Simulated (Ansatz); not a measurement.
A calculation with Ansatz 0.2.0 of K (ASE script, structure from a P1 CIF):

File run.py:

```python
import json

import ase.io
import numpy as np

import ansatz as az

atoms = ase.io.read("K.cif")
atoms.info.pop("occupancy", None)
atoms.set_initial_magnetic_moments([0.04])

calculation = (
    az.Crystal.from_ase(atoms)
    .calculation()
    .kpoints(7, 7, 7)
    .functional("rpbe")
    .pseudopotentials(kind="paw", accuracy="standard", xc_functional="lda")
    .spin("collinear")
    .occupations(method="cold", width=0.05)
    .forces()
    .stress()
    .band_table(publish=True)
)
outcome = calculation.run(threads=2, events_out="events.jsonl")

report = outcome.report
for line in open("events.jsonl"):
    event = json.loads(line)
    if event["event"] == "scf_iter":
        d = event["data"]
        print(f"SCF {d['iter']:3d}  HF = {d['harris_foulkes_ev']:.6f} eV  dr2 = {d['dr2_ev']:.2e} eV")
    elif event["event"] in ("relax_step", "md_step"):
        d = event["data"]
        print(f"{event['event']} {d['step']:3d}  E = {d['lagrangian_ev']:.6f} eV")
np.set_printoptions(precision=5, suppress=True, linewidth=110)
print("converged:", report["converged"], "after", report["n_iterations"], "iterations")
print(f"free energy {report['free_energy_ev']:.6f} eV, Fermi level {report['fermi_energy_ev']:.4f} eV")
for key in ("band_edges_ev", "magnetization_mub", "site_moments_mub", "site_moments_nc_mub", "forces_ev_ang",
                "stress_gpa"):
    if report.get(key) is not None:
        print(key, np.array(report[key]), sep="\n")
```

The input K.cif:

```cif
data_K
_cell_length_a 4.79683254
_cell_length_b 4.79683254
_cell_length_c 4.79683254
_cell_angle_alpha 60.00000000
_cell_angle_beta 60.00000000
_cell_angle_gamma 60.00000000
_space_group_name_H-M_alt 'P1'
_space_group_name_Hall 'P 1'
_space_group_IT_number 1
loop_
_space_group_symop_operation_xyz
'x,y,z'
loop_
_atom_site_label
_atom_site_type_symbol
_atom_site_symmetry_multiplicity
_atom_site_Wyckoff_symbol
_atom_site_fract_x
_atom_site_fract_y
_atom_site_fract_z
_atom_site_occupancy
K1 K 1 a 0.0000000000 0.0000000000 0.0000000000 1
```

Potentials or basis: JTH PAW LDA.

The run is started by

```console
$ python run.py
```

This isn't the form of K at room conditions, which is bcc.

Question: Write the same calculation in another form: native input, structure typed inline.

Answer: As run:

input.yaml

```yaml
crystal:
  lattice:
    - [4.79683254, 0.0, 0.0]
    - [2.39841627, 4.1541788373, 0.0]
    - [2.39841627, 1.3847262791, 3.9165973682]
  atoms:
    - { symbol: K, position: [0.0, 0.0, 0.0], spin: 0.04 }
hamiltonian:
  xc: rpbe
  pseudopotentials: { kind: paw, xc_functional: lda, accuracy: standard }
magnetization:
  spin_polarized: true
kpoints:
  mp_grid: { grid: [7, 7, 7] }
scf:
  occupations: { method: cold, width: 0.05 }
output:
  forces: true
  stress: true
  eigenvalues: true
```

Potentials or basis: JTH PAW LDA.

Launch:

```console
$ ansatz run input.yaml --threads 2 --pin off --max-ram 5120MiB --backend cpu --events-out ev --progress --plain --runs-dir out
```

Both were run:

|  | ASE script, structure from a P1 CIF | native input, structure typed inline |
| --- | --- | --- |
| Pressure | 0.1 GPa | 0.1 GPa |
| Band gap on the k mesh | none (metal or under the smearing width) | none (metal or under the smearing width) |
| Net moment | 0.00 μB per cell | 0.00 μB per cell |
| Absolute moment | 0.00 μB per cell | 0.00 μB per cell |

Keys that steer only the numerical path or the files written may differ.

Caveat: the starting moments weren't kept.
